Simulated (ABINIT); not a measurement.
# HfO2 (Fm-3m) in ABINIT: notebook, part 3 of 3

ABINIT 10.8.3 (patched build).

## (5) Dielectric tensor, PBE

File run.abi:

```
# Datasets
ndtset 3

# Pseudopotentials
pp_dirpath "./"
pseudos "Hf.upf, O.upf"

# Structure
acell 3*1.0 Angstrom
rprim
     0.0000000000     2.5575000000     2.5575000000
     2.5575000000     0.0000000000     2.5575000000
     2.5575000000     2.5575000000     0.0000000000
ntypat 2
znucl 72 8
natom 3
typat 1 2 2
xred
            0.0            0.0            0.0
            3/4            3/4            3/4
            1/4            1/4            1/4

# Plane-wave basis
ecut 40.0

# k points
ngkpt 4 4 4
nshiftk 4
shiftk
     0.5000000000     0.5000000000     0.5000000000
     0.5000000000     0.0000000000     0.0000000000
     0.0000000000     0.5000000000     0.0000000000
     0.0000000000     0.0000000000     0.5000000000

# Exchange and correlation
ixc 11

# Bands and occupations
nband 19
occopt 1

# SCF cycle
nstep 80
diemac 6.0

# Output
prteig 0
prtebands 0
prtwf 0
prtden 0
prtpot 0

# Dataset 1: ground state
kptopt1 1
tolvrs1 1.0e-15
prtwf1 1

# Dataset 2: derivatives of the wave functions by k
iscf2 -3
rfelfd2 2
rfdir2 1 1 1
getwfk2 1
kptopt2 2
nqpt2 1
qpt2 0.0 0.0 0.0
tolwfr2 1.0e-18
prtwf2 1

# Dataset 3: response at q = 0 to electric field
rfelfd3 3
rfdir3 1 1 1
getwfk3 1
getddk3 2
kptopt3 2
nqpt3 1
qpt3 0.0 0.0 0.0
tolvrs3 1.0e-10
```

File mrgddb.in:

```
merged_DDB
HfO2
2
runo_DS1_DDB
runo_DS3_DDB
```

File anaddb.abi:

```
ddb_filepath "merged_DDB"
output_file "anaddb.abo"
outdata_prefix "ana"
asr 1
chneut 1
dipdip 1
dieflag 2
enunit 0
```

Potentials or basis: Ansatz NC PBE.

Started as:

```console
abinit run.abi > log 2>&1
mrgddb < mrgddb.in > mrgddb.log 2>&1
anaddb anaddb.abi > anaddb.log 2>&1
```

run.abo:

```text
[... set-up lines left out ...]
 ETOT  1  -279.72788377313    -2.797E+02 4.021E-01 5.390E+04
 ETOT  2  -259.83516640923     1.989E+01 6.738E-01 2.446E+05
 ETOT  3  -291.56542164835    -3.173E+01 3.176E-01 4.021E+04
 ETOT  4  -299.29620196711    -7.731E+00 3.484E-01 2.549E+03
 ETOT  5  -299.91066245491    -6.145E-01 1.857E-01 1.686E+03
 ETOT  6  -300.07153780171    -1.609E-01 2.372E-02 1.470E+03
 ETOT  7  -300.05400285500     1.753E-02 1.169E-03 1.482E+03
 ETOT  8  -300.13635752103    -8.235E-02 1.176E-03 1.544E+03
 ETOT  9  -300.17780631097    -4.145E-02 1.729E-04 1.314E+03
 ETOT 10  -300.12510785421     5.270E-02 1.833E-03 1.269E+03
[... 5 lines left out ...]
 ETOT 16  -300.37107325534    -8.565E-06 1.147E-08 2.739E-02
 ETOT 17  -300.37107934906    -6.094E-06 5.919E-08 3.682E-04
 ETOT 18  -300.37107939715    -4.809E-08 1.082E-09 9.475E-06
 ETOT 19  -300.37107939800    -8.505E-10 6.970E-11 4.752E-07
 ETOT 20  -300.37107939818    -1.803E-10 7.019E-13 2.811E-09
 ETOT 21  -300.37107939818     2.842E-12 4.918E-14 4.225E-11
 ETOT 22  -300.37107939817     8.868E-12 1.152E-15 6.788E-12
 ETOT 23  -300.37107939818    -6.196E-12 1.610E-16 7.659E-13
 ETOT 24  -300.37107939817     6.253E-13 6.941E-18 1.238E-14
 ETOT 25  -300.37107939817     9.152E-12 3.549E-19 5.294E-16

 At SCF step   25       vres2   =  5.29E-16 < tolvrs=  1.00E-15 =>converged.

 Cartesian components of stress tensor (hartree/bohr^3)
  sigma(1 1)=  1.46689348E-04  sigma(3 2)=  0.00000000E+00
  sigma(2 2)=  1.46689348E-04  sigma(3 1)=  0.00000000E+00
  sigma(3 3)=  1.46689348E-04  sigma(2 1)=  0.00000000E+00

--- !ResultsGS
iteration_state: {dtset: 1, }
comment   : Summary of ground state results
lattice_vectors:
- [  0.0000000,   4.8329746,   4.8329746, ]
- [  4.8329746,   0.0000000,   4.8329746, ]
- [  4.8329746,   4.8329746,   0.0000000, ]
lattice_lengths: [   6.83486,    6.83486,    6.83486, ]
lattice_angles: [ 60.000,  60.000,  60.000, ] # degrees, (23, 13, 12)
lattice_volume:   2.2577379E+02
convergence: {deltae:  9.152E-12, res2:  5.294E-16, residm:  3.549E-19, diffor: null, }
etotal    :  -3.00371079E+02
entropy   :   0.00000000E+00
fermie    :   3.31271553E-01
cartesian_stress_tensor: # hartree/bohr^3
- [  1.46689348E-04,   0.00000000E+00,   0.00000000E+00, ]
- [  0.00000000E+00,   1.46689348E-04,   0.00000000E+00, ]
- [  0.00000000E+00,   0.00000000E+00,   1.46689348E-04, ]
[... 412 lines left out ...]
       1               2        0.000000        0.000000
       1               3        0.000000        0.000000
       2               1        0.000000        0.000000
       2               2        0.007876        0.000000
       2               3       -0.000000        0.000000
       3               1       -0.000000        0.000000
       3               2       -0.000000        0.000000
       3               3        0.007876        0.000000

 Effective charge tensors after
 imposition of the charge neutrality (if requested by user),
 and eventual restriction to some part :
   atom    displacement
         1         1    5.531938E+00    3.913863E-15    9.793352E-16
         1         2    3.321744E-15    5.531938E+00   -9.676004E-16
         1         3   -3.321744E-15   -3.913863E-15    5.531938E+00
         2         1   -2.765969E+00   -1.956932E-15   -4.896676E-16
         2         2   -1.660872E-15   -2.765969E+00    4.838003E-16
         2         3    1.660872E-15    1.956932E-15   -2.765969E+00
         3         1   -2.765969E+00   -1.956932E-15   -4.896676E-16
         3         2   -1.660872E-15   -2.765969E+00    4.838003E-16
         3         3    1.660872E-15    1.956932E-15   -2.765969E+00
 Now, the imaginary part of the dynamical matrix is zeroed

  Dielectric tensor, in cartesian coordinates,
     j1       j2             matrix element
  dir pert dir pert     real part    imaginary part

   1    5   1    5         5.2966814894        -0.0000000000

   2    5   2    5         5.2966814894        -0.0000000000

   3    5   3    5         5.2966814894        -0.0000000000

  Effective charges, in cartesian coordinates,
  (from electric field response)
   if specified in the inputs, charge neutrality has been imposed
     j1       j2             matrix element
  dir pert dir pert     real part    imaginary part

   1    1   1    5         5.5319375052         0.0000000000
   1    2   1    5        -2.7659687527         0.0000000000
   1    3   1    5        -2.7659687527         0.0000000000

   2    1   2    5         5.5319375052         0.0000000000
   2    2   2    5        -2.7659687527         0.0000000000
   2    3   2    5        -2.7659687527         0.0000000000

   3    1   3    5         5.5319375052         0.0000000000
   3    2   3    5        -2.7659687527         0.0000000000
   3    3   3    5        -2.7659687527         0.0000000000

== END DATASET(S) ==============================================================
================================================================================

 -outvars: echo values of variables after computation  --------
            acell      1.8897261259E+00  1.8897261259E+00  1.8897261259E+00 Bohr
           etotal1    -3.0037107940E+02
           etotal2    -9.5222793663E+01
           etotal3    -9.7856302544E+01
            fcart1    -1.1885661159E-27  1.1885661159E-27  1.1885661159E-27
                       5.0514059926E-27 -1.4857076449E-27 -3.2685568187E-27
                      -3.8628398767E-27  2.9714152898E-28  2.0799907028E-27
            fcart3     0.0000000000E+00  0.0000000000E+00  0.0000000000E+00
                       0.0000000000E+00  0.0000000000E+00  0.0000000000E+00
                       0.0000000000E+00  0.0000000000E+00  0.0000000000E+00
            rprim      0.0000000000E+00  2.5575000000E+00  2.5575000000E+00
                       2.5575000000E+00  0.0000000000E+00  2.5575000000E+00
                       2.5575000000E+00  2.5575000000E+00  0.0000000000E+00
           strten1     1.4668934839E-04  1.4668934839E-04  1.4668934839E-04
                       0.0000000000E+00  0.0000000000E+00  0.0000000000E+00
           strten3     0.0000000000E+00  0.0000000000E+00  0.0000000000E+00
                       0.0000000000E+00  0.0000000000E+00  0.0000000000E+00
           xangst      0.0000000000E+00  0.0000000000E+00  0.0000000000E+00
                       3.8362500000E+00  3.8362500000E+00  3.8362500000E+00
                       1.2787500000E+00  1.2787500000E+00  1.2787500000E+00
             xred      0.0000000000E+00  0.0000000000E+00  0.0000000000E+00
                       7.5000000000E-01  7.5000000000E-01  7.5000000000E-01
                       2.5000000000E-01  2.5000000000E-01  2.5000000000E-01
 Calculation completed.
```

Wall time 20 min (1 thread of Intel Xeon Platinum 8488C (Sapphire Rapids), shared host); peak memory 0.38 GiB.

Results:

* Free energy: -8173.5135 eV
* Electronic dielectric tensor (diagonal): 5.30
* Born charges (mean of the diagonal): Hf +5.53; O -2.77 e

Electronic dielectric tensor:
```
5.30 0.00 0.00
0.00 5.30 0.00
0.00 0.00 5.30
```

Born effective charge tensors (e):
atom 1, Hf
```
5.53 0.00 0.00
0.00 5.53 0.00
0.00 0.00 5.53
```
atom 2, O
```
-2.77  0.00  0.00
 0.00 -2.77  0.00
 0.00  0.00 -2.77
```
atom 3, O
```
-2.77  0.00  0.00
 0.00 -2.77  0.00
 0.00  0.00 -2.77
```
